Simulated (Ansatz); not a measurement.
**Structure types of CdS compared at 32 GPa**

Structure types of CdS are relaxed in primitive cells with their symmetry kept at 32 GPa, on PAW files; LAPW relaxes the small cells further and takes the PAW cell for the others (marked *). The enthalpy is E + pV at zero temperature, without zero-point motion. Only the types listed were tried, and differences under about 5 meV/atom are mesh noise. The real phase may be another.

Computed with Ansatz 0.2.0; functional PBE, scalar-relativistic. Settings: Fermi–Dirac smearing of 0.08 eV, no spin polarisation. Methods: LAPW: all electrons, basis error target 0.5 meV/atom; PAW: frozen-core files, cutoff 420 eV.

k meshes: rocksalt 14×14×14, CsCl 14×14×14, zincblende 12×12×12, wurtzite 10×10×5, NiAs 10×10×6.

Which type is lowest in enthalpy, and by how much?

rocksalt, 91 meV/atom below NiAs. The whole table:

| start type | ends as | a, b, c (Å) | V (Å³/atom) | H − H(lowest), LAPW (meV/atom) | same, PAW |
| --- | --- | --- | --- | --- | --- |
| rocksalt | rocksalt, Fm-3m | 5.059, 5.059, 5.059 | 16.18 | 0.0 | 0.0 |
| CsCl | CsCl, Pm-3m | 3.133, 3.133, 3.133 | 15.38 | 337.1 | 337.9 |
| zincblende | zincblende, F-43m | 5.361, 5.361, 5.361 | 19.26 | 632.5 | 630.4 |
| wurtzite* | distorted wurtzite, P6_3mc | 3.566, 3.566, 6.831 | 18.80 | 616.3 | 614.4 |
| NiAs* | NiAs, P6_3/mmc | 3.516, 3.516, 6.119 | 16.37 | 91.2 | 91.4 |

Split the lead of rocksalt over NiAs into energy and pV.

For NiAs less rocksalt: ΔE = +53.6 meV/atom, and p·ΔV = 32 GPa × +0.1884 Å³ × 6.242 meV/(GPa·Å³) = +37.6 meV/atom, together 91.2 meV/atom. rocksalt wins on both counts.
